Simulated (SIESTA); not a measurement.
Crystal: NbP.

```
CELL_PARAMETERS angstrom
-1.67492 1.67492 5.74011
1.67492 -1.67492 5.74011
1.67492 1.67492 -5.74011
ATOMIC_POSITIONS crystal
Nb 0.24988 0.74988 0.50000
Nb 0.49988 0.49988 0.00000
P 0.83275 0.33275 0.50000
P 0.08275 0.08275 0.00000
```

The cell is a database's computed one.

Base run:

```yaml
Program: SIESTA 5.4.2
Functional: PBE
Potentials_or_basis: PseudoDojo 0.4 standard (PBE files)
Basis: DZP (energy shift 0.003 Ry; two zetas on semicore shells)
Grid_cutoff: 800 Ry
Energy_shift: 0.003 Ry
k_mesh: 11 × 11 × 11
Occupations: fermi-dirac, width 0.05 eV
Spin: no spin polarisation
```

Its results: band gap on the k mesh none (metal or under the smearing width); pressure 0.8 GPa; largest force 0.026 eV/Å.

Q: The run is repeated on the same cell with these changes: functional from PBE to vdW-DF-cx. What comes out?

A: Band gap on the k mesh none (metal or under the smearing width); pressure -2.4 GPa; largest force 0.028 eV/Å.

Caveats: the basis of atomic orbitals isn't converged, which shifts pressures, moduli and gaps; the potentials were made for another functional, which shifts forces and pressure (some runs).

Not every run made on this cell is shown here.
